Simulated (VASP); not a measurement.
# Mg (P6/mmm) in VASP: a series of runs

The runs below take Mg through single point, with r2SCAN.

All numbers are computed with VASP 6.6.1; they aren't measurements. Logs are shortened: lines on timing, memory, paths and dates and some standing lists are left out, and cuts for length are marked.

**1. Starting point**

Symmetry: P6/mmm, No. 191, hexagonal system. The conventional cell has a = 3.050 Å, b = 3.050 Å, c = 3.045 Å, α = 90.00°, β = 90.00°, γ = 120.00°. Mg (site symmetry 6/mmm) has 8 Mg at 3.04 to 3.05 Å as nearest neighbours.

This isn't the form of Mg at room conditions, which is hcp.

**2. Single point, r2SCAN**

Contents of INCAR:

```
ADDGRID = False
ALGO = Normal
EDIFF = 1E-6
ENCUT = 400
ISIF = 2
ISMEAR = 1
LASPH = True
LCHARG = False
LMIXTAU = True
LREAL = False
LWAVE = False
METAGGA = R2SCAN
NELM = 100
PREC = Accurate
SIGMA = 0.05
```

Contents of KPOINTS:

```
k-points
0
Gamma
  11 11 9
```

Contents of POSCAR:

```
Mg
1.0
    3.0502998005      0.0000000000      0.0000000000
   -1.5251499003      2.6416371164      0.0000000000
    0.0000000000      0.0000000000      3.0448375700
Mg
1
Direct
    0.0000000000      0.0000000000      0.0000000000
```

Potentials or basis: VASP PAW PBE potentials, release 64 (Mg).

Launch:

```console
$ cat potpaw_PBE.64/Mg/POTCAR > POTCAR
$ mpirun -np 1 vasp_std > vasp.out
```

OUTCAR:

```text
EDIFF = 1E-6
   ENCUT = 400
   ISIF = 2
   ISMEAR = 1
   LASPH = True
   LREAL = False
   METAGGA = R2SCAN
   NELM = 100
   PREC = Accurate

 Found     80 irreducible k-points:

 Following reciprocal coordinates:
            Coordinates               Weight
  0.000000  0.000000  0.000000      1.000000
  0.090909  0.000000  0.000000      6.000000
  0.181818  0.000000  0.000000      6.000000
  0.272727  0.000000  0.000000      6.000000
  0.363636  0.000000  0.000000      6.000000
  0.454545  0.000000  0.000000      6.000000
   k-points           NKPTS =     80   k-points in BZ     NKDIM =     80   number of bands    NBANDS=      5
   number of dos      NEDOS =    301   number of ions     NIONS =      1
   total plane-waves  NPLWV =   8000
   dimension x,y,z NGX =    20 NGY =   20 NGZ =   20
   dimension x,y,z NGXF=    40 NGYF=   40 NGZF=   40
   ions per type =               1
   NGX,Y,Z   is equivalent  to a cutoff of  10.90, 10.90, 10.92 a.u.
   NGXF,Y,Z  is equivalent  to a cutoff of  21.80, 21.80, 21.84 a.u.
 SYSTEM =  unknown system
   PREC   = accura    normal or accurate (medium, high low for compatibility)
   ISTART =      0    job   : 0-new  1-cont  2-samecut
   ICHARG =      2    charge: 1-file 2-atom 10-const
   ISPIN  =      1    spin polarized calculation?
   LNONCOLLINEAR =      F non collinear calculations
   LSORBIT =      F    spin-orbit coupling
   LASPH  =      T    aspherical Exc in radial PAW
   ENCUT  =  400.0 eV  29.40 Ry    5.42 a.u.   4.97  4.97  4.97*2*pi/ulx,y,z
   NELM   =    100;   NELMIN=  2; NELMDL= -5     # of ELM steps
   EDIFF  = 0.1E-05   stopping-criterion for ELM
   LREAL  =      F    real-space projection
   EDIFFG = 0.1E-04   stopping-criterion for IOM
   NSW    =      0    number of steps for IOM
   IBRION =     -1    ionic relax: 0-MD 1-quasi-New 2-CG
   NFREE  =      0    steps in history (QN), initial steepest desc. (CG)
   ISIF   =      2    stress and relaxation
   ISYM   =      2    0-nonsym 1-usesym 2-fastsym
   POTIM  = 0.5000    time-step for ionic-motion
   TEBEG  =    0.0;   TEEND  =   0.0 temperature during run
   PSTRESS=    0.0 pullay stress
   NELECT =       2.0000    total number of electrons
   NUPDOWN=      -1.0000    fix difference up-down
   EMIN   =  10.00;   EMAX   =-10.00  energy-range for DOS
   EFERMI =   0.00;   METHOD = LEGACY
   ISMEAR =     1;   SIGMA  =   0.05  broadening in eV -4-tet -1-fermi 0-gaus
   EFERMI_NEDOS =   21; number of points for ismear=-14 and -15
   IALGO  =     38    algorithm
   IMIX   =      4    mixing-type and parameters
     AMIX     =   0.40;   BMIX     =  1.00
     AMIX_MAG =   1.60;   BMIX_MAG =  1.00
  volume/ion in A,a.u.               =      24.53       165.57
  Fermi-wavevector in a.u.,A,eV,Ry     =   0.709836  1.341396  6.855535  0.503868
  Thomas-Fermi vector in A             =   1.796524
   LORBIT       =      0    0 simple, 1 ext, 2 COOP (PROOUT), +10 PAW based schemes
   METAGGA = R2SCAN    functional components
   LHFCALC =     F    Hartree Fock is set to
   AEXX    =    0.0000 exact exchange contribution
   IVDW    =     0    specifies the selected vdW correction
   LEPSILON=     F    determine dielectric tensor
   LRPA    =     F    only Hartree local field effects (RPA)
 non-spin polarized calculation
 Methfessel and Paxton  Order N= 1 SIGMA  =   0.05
  energy-cutoff  :      400.00
  volume of cell :       24.53
 maximum number of plane-waves:       456
 NGX is ok and might be reduce to    20

 number of electron       2.0000000 magnetization

 Free energy of the ion-electron system (eV)
  ---------------------------------------------------
  ext. energy  EPLUGINS =         0.00000000
  ---------------------------------------------------
  free energy    TOTEN  =        -3.86520398 eV

  energy without entropy =       -3.86502635  energy(sigma->0) =       -3.86514477

 E-fermi :   2.3054     XC(G=0):  -8.8350

 val. band max:        2.2833104908   @ k =   0.3636   0.2727   0.0000
 cond. band min:       2.3227241833   @ k =   0.3636   0.0909   0.4444
 fundamental gap:      0.0394136925
 Fermi energy:         2.3053989152

 k-point     1 :       0.0000    0.0000    0.0000
  band No.  band energies     occupation
      1      -4.8378      2.00000
      2      10.8260      0.00000
      3      11.7511      0.00000
      4      15.7146      0.00000
      5      15.7147      0.00000

 k-point     2 :       0.0909    0.0000    0.0000
  band No.  band energies     occupation
      1      -4.6466      2.00000
      2      10.7834      0.00000
      3      11.9103      0.00000
      4      13.3226      0.00000
      5      14.6745      0.00000

 k-point     3 :       0.1818    0.0000    0.0000
  band No.  band energies     occupation
      1      -4.0752      2.00000
      2       9.5225      0.00000
      3      11.5995      0.00000
      4      12.3883      0.00000
      5      13.4656      0.00000

 k-point     4 :       0.2727    0.0000    0.0000
  band No.  band energies     occupation
      1      -3.1303      2.00000
      2       6.8094      0.00000
      3      11.4472      0.00000
      4      12.5362      0.00000
      5      13.1857      0.00000

 k-point     5 :       0.3636    0.0000    0.0000
  band No.  band energies     occupation
      1      -1.8244      2.00000
      2       4.2114      0.00000
      3      11.2994      0.00000
      4      11.9136      0.00000
      5      14.2976      0.00000

 k-point     6 :       0.4545    0.0000    0.0000
  band No.  band energies     occupation
      1      -0.1955      2.00000
      2       1.9259      2.00000
      3      11.1646      0.00000
      4      11.6019      0.00000
      5      15.6640      0.00000

 [... further k-points ...]
[... 5 lines left out ...]
  --------------------------------------------------------------------------------------
  -------------------------------------------------------------------------------------
  Total        0.1236980      0.1236980     -0.0499852     -0.0000000      0.0000000      0.0000000
  in kB        8.0778069      8.0778069     -3.2641657     -0.0000000      0.0000000      0.0000000
  external PRESSURE =       4.2971493 kB  Pullay stress =       0.0000000 kB

 VOLUME and BASIS-vectors are now :
 -----------------------------------------------------------------------------
  energy-cutoff  :      400.00
  volume of cell :       24.53
      direct lattice vectors                 reciprocal lattice vectors
     3.050299800  0.000000000  0.000000000     0.327836628  0.189276565  0.000000000
    -1.525149900  2.641637116  0.000000000     0.000000000  0.378553130  0.000000000
     0.000000000  0.000000000  3.044837570     0.000000000  0.000000000  0.328424744

 POSITION                                       TOTAL-FORCE (eV/Angst)
 -----------------------------------------------------------------------------------
      0.00000      0.00000      0.00000         0.000000      0.000000      0.000000
 -----------------------------------------------------------------------------------
    total drift:                               -0.000000     -0.000000      0.000000

  FREE ENERGIE OF THE ION-ELECTRON SYSTEM (eV)
  ---------------------------------------------------
  free  energy   TOTEN  =        -3.8652039785 eV

  energy  without entropy=       -3.8650263514  energy(sigma->0) =       -3.86514477
```

Wall time 14 s (1 thread of Intel Xeon 6975P-C (Granite Rapids), shared host); peak memory 0.13 GiB.

These settings aren't checked as converged: the numbers below hold their error.

What came out:

```
Free energy            : -3.8652 eV
Pressure               : 0.4 GPa
Band gap on the k mesh : none (metal or under the smearing width)
```

Caveat: the PAW data sets were made with another functional, which shifts forces and pressure a little.

**3. Single point, r2SCAN**

This run uses another cell than the first one, of the same volume but with other edges.

INCAR is that of step 2.

KPOINTS is that of step 2.

Contents of POSCAR:

```
Mg
1.0
    3.1430880000     -0.0084060000     -0.0278050000
   -1.5788240000      2.6046760000      0.0276970000
   -0.0277550000      0.0158990000      3.0020770000
Mg
1
Direct
   -0.0144770000      0.0117080000      0.0082640000
```

Potentials or basis: VASP PAW PBE potentials, release 64 (Mg).

Launch:

```console
$ cat potpaw_PBE.64/Mg/POTCAR > POTCAR
$ mpirun -np 1 vasp_std > vasp.out
```

OUTCAR:

```text
EDIFF = 1E-6
   ENCUT = 400
   ISIF = 2
   ISMEAR = 1
   LASPH = True
   LREAL = False
   METAGGA = R2SCAN
   NELM = 100
   PREC = Accurate

 Found    545 irreducible k-points:

 Following reciprocal coordinates:
            Coordinates               Weight
  0.000000  0.000000  0.000000      1.000000
  0.090909  0.000000 -0.000000      2.000000
  0.181818  0.000000 -0.000000      2.000000
  0.272727  0.000000  0.000000      2.000000
  0.363636  0.000000 -0.000000      2.000000
  0.454545  0.000000  0.000000      2.000000
   k-points           NKPTS =    545   k-points in BZ     NKDIM =    545   number of bands    NBANDS=      5
   number of dos      NEDOS =    301   number of ions     NIONS =      1
   total plane-waves  NPLWV =   9600
   dimension x,y,z NGX =    24 NGY =   20 NGZ =   20
   dimension x,y,z NGXF=    48 NGYF=   40 NGZF=   40
   ions per type =               1
   NGX,Y,Z   is equivalent  to a cutoff of  12.69, 10.92, 11.07 a.u.
   NGXF,Y,Z  is equivalent  to a cutoff of  25.39, 21.83, 22.15 a.u.
 SYSTEM =  unknown system
   PREC   = accura    normal or accurate (medium, high low for compatibility)
   ISTART =      0    job   : 0-new  1-cont  2-samecut
   ICHARG =      2    charge: 1-file 2-atom 10-const
   ISPIN  =      1    spin polarized calculation?
   LNONCOLLINEAR =      F non collinear calculations
   LSORBIT =      F    spin-orbit coupling
   LASPH  =      T    aspherical Exc in radial PAW
   ENCUT  =  400.0 eV  29.40 Ry    5.42 a.u.   5.13  4.97  4.90*2*pi/ulx,y,z
   NELM   =    100;   NELMIN=  2; NELMDL= -5     # of ELM steps
   EDIFF  = 0.1E-05   stopping-criterion for ELM
   LREAL  =      F    real-space projection
   EDIFFG = 0.1E-04   stopping-criterion for IOM
   NSW    =      0    number of steps for IOM
   IBRION =     -1    ionic relax: 0-MD 1-quasi-New 2-CG
   NFREE  =      0    steps in history (QN), initial steepest desc. (CG)
   ISIF   =      2    stress and relaxation
   ISYM   =      2    0-nonsym 1-usesym 2-fastsym
   POTIM  = 0.5000    time-step for ionic-motion
   TEBEG  =    0.0;   TEEND  =   0.0 temperature during run
   PSTRESS=    0.0 pullay stress
   NELECT =       2.0000    total number of electrons
   NUPDOWN=      -1.0000    fix difference up-down
   EMIN   =  10.00;   EMAX   =-10.00  energy-range for DOS
   EFERMI =   0.00;   METHOD = LEGACY
   ISMEAR =     1;   SIGMA  =   0.05  broadening in eV -4-tet -1-fermi 0-gaus
   EFERMI_NEDOS =   21; number of points for ismear=-14 and -15
   IALGO  =     38    algorithm
   IMIX   =      4    mixing-type and parameters
     AMIX     =   0.40;   BMIX     =  1.00
     AMIX_MAG =   1.60;   BMIX_MAG =  1.00
  volume/ion in A,a.u.               =      24.53       165.57
  Fermi-wavevector in a.u.,A,eV,Ry     =   0.709836  1.341396  6.855535  0.503868
  Thomas-Fermi vector in A             =   1.796524
   LORBIT       =      0    0 simple, 1 ext, 2 COOP (PROOUT), +10 PAW based schemes
   METAGGA = R2SCAN    functional components
   LHFCALC =     F    Hartree Fock is set to
   AEXX    =    0.0000 exact exchange contribution
   IVDW    =     0    specifies the selected vdW correction
   LEPSILON=     F    determine dielectric tensor
   LRPA    =     F    only Hartree local field effects (RPA)
 non-spin polarized calculation
 Methfessel and Paxton  Order N= 1 SIGMA  =   0.05
  energy-cutoff  :      400.00
  volume of cell :       24.53
 maximum number of plane-waves:       456
 NGX is ok and might be reduce to    24

 number of electron       2.0000000 magnetization

 Free energy of the ion-electron system (eV)
  ---------------------------------------------------
  ext. energy  EPLUGINS =         0.00000000
  ---------------------------------------------------
  free energy    TOTEN  =        -3.86197533 eV

  energy without entropy =       -3.86200539  energy(sigma->0) =       -3.86198535

 E-fermi :   2.2814     XC(G=0):  -8.8371

 val. band max:        2.2762118747   @ k =   0.3636   0.1818   0.1111
 cond. band min:       2.2869883885   @ k =  -0.3636  -0.3636   0.1111
 fundamental gap:      0.0107765138
 Fermi energy:         2.2813536875

 k-point     1 :       0.0000    0.0000    0.0000
  band No.  band energies     occupation
      1      -4.8337      2.00000
      2      11.0941      0.00000
      3      12.2530      0.00000
      4      14.8983      0.00000
      5      16.1134      0.00000

 k-point     2 :       0.0909    0.0000   -0.0000
  band No.  band energies     occupation
      1      -4.6484      2.00000
      2      10.9497      0.00000
      3      12.4071      0.00000
      4      12.8627      0.00000
      5      14.6744      0.00000

 k-point     3 :       0.1818    0.0000   -0.0000
  band No.  band energies     occupation
      1      -4.0945      2.00000
      2       9.1842      0.00000
      3      11.6816      0.00000
      4      12.8700      0.00000
      5      13.5264      0.00000

 k-point     4 :       0.2727    0.0000    0.0000
  band No.  band energies     occupation
      1      -3.1781      2.00000
      2       6.4748      0.00000
      3      11.5127      0.00000
      4      12.6604      0.00000
      5      13.6388      0.00000

 k-point     5 :       0.3636    0.0000   -0.0000
  band No.  band energies     occupation
      1      -1.9101      2.00000
      2       3.9411      0.00000
      3      11.3371      0.00000
      4      12.0462      0.00000
      5      14.7093      0.00000

 k-point     6 :       0.4545    0.0000    0.0000
  band No.  band energies     occupation
      1      -0.3212      2.00000
      2       1.7113      2.00000
      3      11.2263      0.00000
      4      11.7049      0.00000
      5      16.0337      0.00000

 [... further k-points ...]
[... 5 lines left out ...]
  --------------------------------------------------------------------------------------
  -------------------------------------------------------------------------------------
  Total       -0.1164413      0.0112978      0.2060539      0.0027724      0.0514498     -0.0804931
  in kB       -7.6039262      0.7377742     13.4558658      0.1810474      3.3598068     -5.2564088
  external PRESSURE =       2.1965712 kB  Pullay stress =       0.0000000 kB

 VOLUME and BASIS-vectors are now :
 -----------------------------------------------------------------------------
  energy-cutoff  :      400.00
  volume of cell :       24.53
      direct lattice vectors                 reciprocal lattice vectors
     3.143088000 -0.008406000 -0.027805000     0.318692044  0.193154686  0.001923445
    -1.578824000  2.604676000  0.027697000     0.001010546  0.384559010 -0.002027282
    -0.027755000  0.015899000  3.002077000     0.002942377 -0.001758937  0.333139234

 POSITION                                       TOTAL-FORCE (eV/Angst)
 -----------------------------------------------------------------------------------
      3.07887      0.02234     -0.00227         0.000000      0.000000      0.000000
 -----------------------------------------------------------------------------------
    total drift:                               -0.000329      0.000026      0.000210

  FREE ENERGIE OF THE ION-ELECTRON SYSTEM (eV)
  ---------------------------------------------------
  free  energy   TOTEN  =        -3.8619753316 eV

  energy  without entropy=       -3.8620053911  energy(sigma->0) =       -3.86198535
```

stdout:

```text
POSCAR found type information on POSCAR Mg
 POSCAR found :  1 types and       1 ions
 scaLAPACK will be used
 -----------------------------------------------------------------------------
|                                                                             |
|                                                                             |
|     You enforced a specific xc type in the INCAR file but a different       |
|     I HOPE YOU KNOW WHAT YOU ARE DOING!                                     |
|                                                                             |
 -----------------------------------------------------------------------------

 LDA part: xc-table for (None), standard interpolation
 POSCAR, INCAR and KPOINTS ok, starting setup
 FFT: planning ... GRIDC
 FFT: planning ... GRID_SOFT
 FFT: planning ... GRID
 WAVECAR not read
 entering main loop
```

It took 57 s on 1 thread of Intel Xeon 6975P-C (Granite Rapids), shared host; peak memory 0.17 GiB.

These settings aren't checked as converged: the numbers below hold their error.

Results:

```yaml
Free_energy: -3.8620 eV
Pressure: 0.2 GPa
Band_gap_on_the_k_mesh: none (metal or under the smearing width)
```

Caveat: the PAW data sets were made with another functional, which shifts forces and pressure a little.
